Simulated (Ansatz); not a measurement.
**CdSe under strains and displacements**

Theory: Ansatz, DFT PBE, scalar-relativistic, plane waves, PAW.

Settings: cutoff 420 eV, Γ-centred mesh 10×10×10 on the computed 2-atom cell, Gaussian smearing of 0.05 eV; no spin polarisation.

Reference cell:

```
Cd Se
1.0
     0.00000    3.07027    3.07027
     3.07027    0.00000    3.07027
     3.07027    3.07027    0.00000
Cd Se
1 1
Direct
  0.00000 0.00000 0.00000
  0.75000 0.75000 0.75000
```

Each variant moves atoms of this cell by the vectors given, if any (Å), and then applies a symmetric strain (tensor components, Cartesian axes). The reference cell isn't relaxed at this level. Energies are per atom at zero smearing, counted from the lowest variant. Pressure is positive in compression.

1. no strain; moves: Cd1 (0.000, 0.045, 0.000)
2. strain (xx yy zz yz xz xy, %) -1.30 -1.62 -0.71 0.27 0.50 0.40; moves: Cd1 (0.088, 0.047, 0.003); Se2 (-0.088, -0.047, -0.003)
3. strain (xx yy zz yz xz xy, %) 0.08 -1.41 2.33 0.00 -1.61 0.00; moves: Cd1 (0.000, 0.030, 0.000); Se2 (0.000, -0.030, 0.000)
4. strain (xx yy zz yz xz xy, %) 0.19 -2.81 -2.81 0.00 0.00 0.00
5. strain (xx yy zz yz xz xy, %) 0.63 -0.06 -1.21 0.99 -0.45 0.33; moves: Cd1 (-0.047, 0.012, -0.035); Se2 (0.047, -0.012, 0.035)
6. strain (xx yy zz yz xz xy, %) 3.19 -0.05 1.19 2.00 1.80 -0.21; moves: Cd1 (-0.053, 0.035, 0.136); Se2 (0.053, -0.035, -0.136)
7. strain (xx yy zz yz xz xy, %) -1.89 -0.73 -2.57 0.00 0.00 0.06; moves: Cd1 (0.000, 0.000, -0.100); Se2 (0.000, 0.000, 0.100)
8. strain (xx yy zz yz xz xy, %) 2.23 2.23 2.23 0.00 0.00 0.00

```csv
result,ΔE (meV/atom),P (GPa),largest force (eV/Å),gap on mesh (eV)
A,103.0,0.96,1.58,0.38
B,0.7,1.32,0.20,0.53
C,10.6,1.68,0.40,0.46
D,72.8,5.05,1.00,0.66
E,69.0,4.28,1.10,0.63
F,0.0,0.76,0.08,0.46
G,26.2,4.43,0.00,0.63
H,1.4,-1.60,0.00,0.41
```

**Question.** Which variant gave which result?

**Answer.** A is 6, B is 1, C is 5, D is 7, E is 2, F is 3, G is 4, H is 8.

This zinc-blende form isn't the usual stable structure of the compound.